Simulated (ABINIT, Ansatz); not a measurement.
# A GW chain in ABINIT: BaS (Fm-3m), part 3 of 3

Aim: the G0W0 gap of BaS (Fm-3m) on PBE, step by step.

ABINIT 10.8.3; PBE and many-body steps on it, plane waves. Known limits of the many-body steps: not at the basis limit; no spin-orbit coupling.

So far. Step 4 (Empty states on the mesh, 4×4×4 mesh, 373 bands): On this mesh the gap is 2.146 eV. Step 5 (Screening, 4×4×4 mesh, 365 bands, screening to 239.5 eV): Local fields lower ε∞ by 15 %.

**6. Self-energy, 4×4×4 mesh, 365 bands, screening to 239.5 eV**

The self-energy is evaluated for the states that the input lists, and the levels follow from it, in one-shot runs by the linearised quasiparticle equation.

This step: G0W0 on PBE, plane waves, norm-conserving pseudopotentials.

File run.abi:

```
acell 3*1.0 Angstrom
rprim 
  -0.000000000000 3.193750000000 3.193750000000
  3.193750000000 -0.000000000000 3.193750000000
  3.193750000000 3.193750000000 -0.000000000000
ntypat 2
znucl 56 16
natom 2
typat 1 2
xred 
  0.000000000000 0.000000000000 0.000000000000
  0.500000000000 0.500000000000 0.500000000000
pp_dirpath "pseudos"
pseudos "Ba.upf, S.upf"
ecut 20
ngkpt 4 4 4
nshiftk 1
shiftk 0 0 0
kptopt 1
chksymbreak 0
istwfk *1
occopt 1
irdwfk 1
optdriver 4
nband 365
gwcalctyp 0
ecutsigx 20
symsigma 1
nkptgw 2
kptgw 
  0.0000000000 0.0000000000 0.0000000000
  0.5000000000 0.5000000000 0.0000000000
bdgw 
  6 12
  7 10
ecuteps 8.8
irdscr 1
ppmodel 1
indata_prefix "in"
outdata_prefix "out"
tmpdata_prefix "tmp"
```

On the command line:

```
$ OMP_NUM_THREADS=1 mpirun -n 8 abinit run.abi > log
```

Numbers of over 12 decimals in the logs are rounded to 6 here.

The program printed:

```text
.Version 10.8.3 of ABINIT. v10.8.2 released Aug 2026.

 Symmetries : space group Fm -3 m (#225); Bravais cF (face-center cubic)
[... echo of the input left out ...]
== DATASET  1 ==================================================================
-   mpi_nproc: 8, omp_nthreads: 1 (-1 if OMP is not activated)

--- !DatasetInfo
iteration_state: {dtset: 1, }
dimensions: {natom: 2, nkpt: 8, mband: 365, nsppol: 1, nspinor: 1, nspden: 1, mpw: 1893, }
cutoff_energies: {ecut:  20.0, pawecutdg:  -1.0, }
electrons: {nelect:   1.60000000E+01, charge:   0.00000000E+00, occopt:   1.00000000E+00, tsmear:   1.00000000E-02, }

 SIGMA: Calculation of the GW corrections

 Based on a program developped by R.W. Godby, V. Olevano, G. Onida, and L. Reining.
 Incorporated in ABINIT by V. Olevano, G.-M. Rignanese, and M. Torrent.
.Using double precision arithmetic ; gwpc =  8

[... cell and pseudopotentials left out ...]
--------------------------------------------------------------------------------

 ==== K-mesh for the wavefunctions ====
 Number of points in the irreducible wedge :     8
[... list of points left out ...]
 Together with 48 symmetry operations and time-reversal symmetry
 yields    64 points in the full Brillouin Zone.

 ==== Q-mesh for screening function ====
 Number of points in the irreducible wedge :     8
[... list of points left out ...]
 Together with 48 symmetry operations and time-reversal symmetry
 yields    64 points in the full Brillouin Zone.

 vcoul_init : cutoff-mode = AUXILIARY_FUNCTION
 q-points for optical limit:   1
     1)      0.000010    0.000020    0.000030
 setmesh: FFT mesh size selected  =    36x   36x   36
          total number of points  =        46656

 Number of electrons calculated from density =   16.0000; Expected =   16.0000
 average of density, n =  0.036391
 r_s =    1.8720
 omega_plasma =   18.4014 [eV]

 === KS Band Gaps ===
  >>>> For spin  1
   Minimum direct gap =   2.2723 [eV], located at k-point      :   0.5000  0.5000  0.0000
   Fundamental gap    =   2.1462 [eV], Top of valence bands at :   0.0000  0.0000  0.0000
                                       Bottom of conduction at :   0.5000  0.5000  0.0000
 SIGMA fundamental parameters:
 PLASMON POLE MODEL  1
 number of plane-waves for SigmaX                 1893
 number of plane-waves for SigmaC and W            537
 number of plane-waves for wavefunctions          1893
 number of bands                                   365
 number of independent spin polarizations            1
 number of spinorial components                      1
 number of k-points in IBZ                           8
 number of q-points in IBZ                           8
 number of symmetry operations                      48
 number of k-points in BZ                           64
 number of q-points in BZ                           64
 number of frequencies for dSigma/dE                 9
 frequency step for dSigma/dE [eV]                0.25
 number of omega for Sigma on real axis              0
 max omega for Sigma on real axis  [eV]           0.00
 zcut for avoiding poles [eV]                     0.10

 EPSILON^-1 parameters (SCR file):
 dimension of the eps^-1 matrix on file            537
 dimension of the eps^-1 matrix used               537
 number of plane-waves for wavefunctions          1893
 number of bands                                   365
 number of q-points in IBZ                           8
 number of frequencies                               2
 number of real frequencies                          1
 number of imag frequencies                          1

 matrix elements of self-energy operator (all in [eV])

 Perturbative Calculation

--- !SelfEnergy_ee
iteration_state: {dtset: 1, }
kpoint     : [   0.000,    0.000,    0.000, ]
spin       : 1
KS_gap     :    3.626
QP_gap     :    4.966
Delta_QP_KS:    1.340
data: !SigmaeeData |
     Band     E0 <VxcDFT>   SigX SigC(E0)      Z dSigC/dE  Sig(E)    E-E0       E
        6   3.680 -12.602 -15.738   1.574   0.767  -0.303 -13.801  -1.199   2.482
        7   3.680 -12.602 -15.738   1.574   0.767  -0.303 -13.801  -1.199   2.482
        8   3.680 -12.602 -15.738   1.574   0.767  -0.303 -13.801  -1.199   2.482
        9   7.306  -7.958  -3.979  -3.807   0.821  -0.219  -7.817   0.141   7.448
       10   7.586  -8.923  -4.509  -3.878   0.820  -0.220  -8.484   0.439   8.025
       11   7.586  -8.923  -4.509  -3.878   0.820  -0.220  -8.484   0.439   8.025
       12   7.586  -8.923  -4.509  -3.878   0.820  -0.220  -8.484   0.439   8.025

--- !SelfEnergy_ee
iteration_state: {dtset: 1, }
kpoint     : [   0.500,    0.500,    0.000, ]
spin       : 1
KS_gap     :    2.272
QP_gap     :    3.725
Delta_QP_KS:    1.452
data: !SigmaeeData |
     Band     E0 <VxcDFT>   SigX SigC(E0)      Z dSigC/dE  Sig(E)    E-E0       E
        7   3.554 -12.533 -15.726   1.616   0.767  -0.304 -13.742  -1.209   2.345
        8   3.554 -12.533 -15.726   1.616   0.767  -0.304 -13.742  -1.209   2.345
        9   5.827  -7.957  -4.168  -3.494   0.824  -0.214  -7.714   0.243   6.070
       10   9.648 -10.954  -6.025  -4.096   0.817  -0.225 -10.273   0.681  10.329

== END DATASET(S) ==============================================================
================================================================================

 -outvars: echo values of variables after computation  --------
           etotal      0.0000000000E+00
            nband         365
             nkpt           8
          spgroup         225
 [... the other variables as echoed above ...]

 Calculation completed.
```

Elapsed: 40 s, on 8 MPI ranks of AMD EPYC 9R45, shared host; peak memory 3.2 GiB.

Numbers from this step:

| Property | Result |
| --- | --- |
| G0W0 gap on the points computed | 3.588 eV |
| starting gap on the mesh | 2.146 eV |
| k of the valence top | 0, 0, 0 |
| k of the conduction bottom | 0.5, 0.5, 0 |
| Z at the valence top | 0.767 |
| Z at the conduction bottom | 0.824 |
| least direct G0W0 gap on the computed points | 3.725 eV |

The gap on the mesh goes from 2.15 eV to 3.59 eV, a correction of +1.44 eV.

Limits: finite bands, cutoff and mesh; no spin-orbit coupling. v1 is the top filled band, c1 the lowest empty one. The levels before and after the correction (eV, zero at the valence-band top of each column):

|  | conduction bottom | valence top |
| --- | --- | --- |
| Kohn-Sham | 2.15 | 0.00 |
| G0W0 | 3.59 | 0.00 |

|  | level | energy (eV) |
| --- | --- | --- |
| Kohn-Sham | Γ v3-v1 | 0.000 |
| Kohn-Sham | Γ c1 | 3.626 |
| Kohn-Sham | Γ c2-c4 | 3.906 |
| Kohn-Sham | (0.5 0.5 0) v2-v1 | -0.126 |
| Kohn-Sham | (0.5 0.5 0) c1 | 2.146 |
| Kohn-Sham | (0.5 0.5 0) c2 | 5.967 |
| G0W0 | Γ v3-v1 | 0.000 |
| G0W0 | Γ c1 | 4.966 |
| G0W0 | Γ c2-c4 | 5.543 |
| G0W0 | (0.5 0.5 0) v2-v1 | -0.137 |
| G0W0 | (0.5 0.5 0) c1 | 3.588 |
| G0W0 | (0.5 0.5 0) c2 | 7.847 |

**7. Where the time went**

Times are wall times on 8 MPI ranks of AMD EPYC 9R45, shared host, good to a factor of about two.

| step | time | share | memory (GiB) |
| --- | --- | --- | --- |
| ground state | 2.6 s | 4 % | 0.08 |
| bands along the symmetry lines | 3.3 s | 5 % | 0.54 |
| empty states on the mesh | 3.8 s | 5 % | 2.1 |
| screening | 23 s | 32 % | 2.4 |
| self-energy | 40 s | 55 % | 3.2 |

**8. Outcome**

```
PBE gap              : 2.15 eV, indirect
G0W0 gap on the mesh : 3.59 eV
GW settings          : 4×4×4 mesh, 365 bands, screening to 239.5 eV, Godby-Needs plasmon pole
known limits         : not at the basis limit; no spin-orbit coupling
```

G0W0 moves the gap on the mesh from 2.15 eV to 3.59 eV (+1.44 eV), with Z of 0.77 and 0.82 at the edges. Local fields lower the RPA ε∞ on this mesh from 5.59 to 4.74. Only 2 of the mesh's irreducible points were corrected, so a valley elsewhere could overtake. The dearest step here is «self-energy». Bands and cutoff are finite, so the gap is not at the basis limit. The miss can reach some tenths of an eV and take either sign; the mesh is an error of its own. In the G0W0 run levels were corrected at 2 k points alone, so a gap called «on the mesh» is the least over those, and an edge elsewhere would be missed. The many-body steps are scalar-relativistic: spin-orbit coupling is not in them.

[Paths, hosts, dates, memory and timing lines, banners, echoed tables and standing remarks are left out of the program output.]

[Logs are printed without paths, hosts, clocks, repeated set-up lines and the standing remarks that a program may print on its own settings, such as how far it seeks lower states.]

[Runs of the session that timed out or met a known fault of the program may be left out.]

[Hosts, paths, dates, database ids (printed as entryN), source tags and the programs' standing remarks are cut or masked in the printed files.]

[G0W0 gaps are taken among the corrected bands and points alone; a level outside them can change the order at an edge.]

[Where Ansatz stands beside ABINIT at settings called matched, ABINIT's density can come from a denser mesh and the files from another edition; pairs whose starting gaps differed by over 0.03 eV were left out, so agreement reads better than it is.]
